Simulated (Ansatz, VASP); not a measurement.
# One calculation of Rb, two programs

```xyz
1
Lattice="-2.7499 2.7499 2.8060 2.7499 -2.7499 2.8060 2.7499 2.7499 -2.8060" Properties=species:S:1:pos:R:3 pbc="T T T"
Rb    0.0000    0.0000    0.0000
```

Change from the starting cell: equal xx and yy strain of -2 %.

Alike in both runs: task single point; functional PBEsol; k mesh 8 × 8 × 8; occupations fermi-dirac, width 0.05 eV; no spin polarisation.

```csv
,VASP,Ansatz
version,VASP 6.6.1,Ansatz 0.2.0
potentials or method,"VASP PAW PBE potentials, release 64 (Rb_sv), cutoff 520 eV","all-electron LAPW, scalar-relativistic"
```

```csv
,VASP,Ansatz,Ansatz less VASP
pressure (GPa),0.1,0.1,0.00
```

Ansatz ran all-electron here, so the differences hold the error of VASP's frozen core and of both bases.

Caveats: the PAW data sets were made with another functional, which shifts forces and pressure a little (VASP).
